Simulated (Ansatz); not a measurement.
Relaxed bulk PtSe2, space group P-3m1 (No. 164):

Space group P-3m1 (No. 164). a = 3.761 Å, b = 3.761 Å, c = 4.863 Å, α = 90.00°, β = 90.00°, γ = 120.00°
| atom | site | symmetry | x | y | z |
| --- | --- | --- | --- | --- | --- |
| Pt | 1a | -3m. | 0.0000 | 0.0000 | 0.0000 |
| Se | 2d | 3m. | 0.3333 | 0.6667 | 0.2607 |

These are results of DFT PBEsol, scalar-relativistic, plane waves, PAW in Ansatz 0.2.0, not measurements. Cutoff 420 eV, k spacing 0.19 to 0.25 Å⁻¹, dipole correction; no spin polarisation.

Slabs with different planes and terminations (top/bottom plane) are cut from it in 1×1 cells and relaxed. Each holds whole formula units counted by Pt and an excess Δn of Se (negative: a deficit); ΔE is its energy over those formula units in the bulk and the excess in the standard state of Se. The formation energy of PtSe2 is -1.231 eV a formula unit (uncorrected), so Δμ(Se) runs from -0.616 eV to 0 if no other compound intervenes.

| slab | A (Å²) | Δn(Se) | ΔE (eV) |
| --- | --- | --- | --- |
| (001) Se/Se, Pt2Se6 | 12.25 | +2.00 | 2.612 |
| (100) Se/Pt, Pt4Se8 | 18.29 | 0 | 3.533 |
| (110) PtSe2/PtSe2, Pt6Se12 | 31.68 | 0 | 4.462 |

(1) Work out each slab's surface energy at the Se-rich and Se-poor ends.

(2) Does the lowest surface change with the conditions?

Only the planes named were cut, so another facet can lie lower still. Reconstructions in larger cells weren't sought.

## Answers

(1) γ = [ΔE − Δn·Δμ(Se)]/(2A) × 16.02 J/m² per eV/Å², the mean of both faces:

```
                      slab Se-rich (J/m²) Se-poor (J/m²)
       (001) Se/Se, Pt2Se6            1.71            2.51
       (100) Se/Pt, Pt4Se8            1.55            1.55
(110) PtSe2/PtSe2, Pt6Se12            1.13            1.13
```

(2) No: among these slabs (110) PtSe2/PtSe2, Pt6Se12 is lowest at both ends, and since each γ is a straight line in Δμ, throughout the range.

The ordering shouldn't be read as a cleavage preference for PtSe2. The crystal is built of Se–Pt–Se sheets with weak bonding between them, and it is well known to cleave along (001). The natural cut there leaves complete sheets and is stoichiometric, whereas the (001) slab computed here carries an excess of +2.00 Se, equivalent to an extra Se plane on each face. Its 1.71 J/m² at the Se-rich end therefore reflects poorly bonded surplus Se rather than the cost of separating sheets, and the rise towards Se-poor conditions is the growing penalty for holding that surplus.

The (100) and (110) slabs are stoichiometric, so their energies don't depend on the Se chemical potential. Both cut through the sheets and break covalent Pt–Se bonds. The lower value for (110) probably reflects its neutral PtSe2 planes, which let dangling bonds on Pt and Se compensate within each face, while (100) exposes unlike Se and Pt terminations. The results support (110) as the better of these two edge cuts, but not as the preferred surface of the crystal.
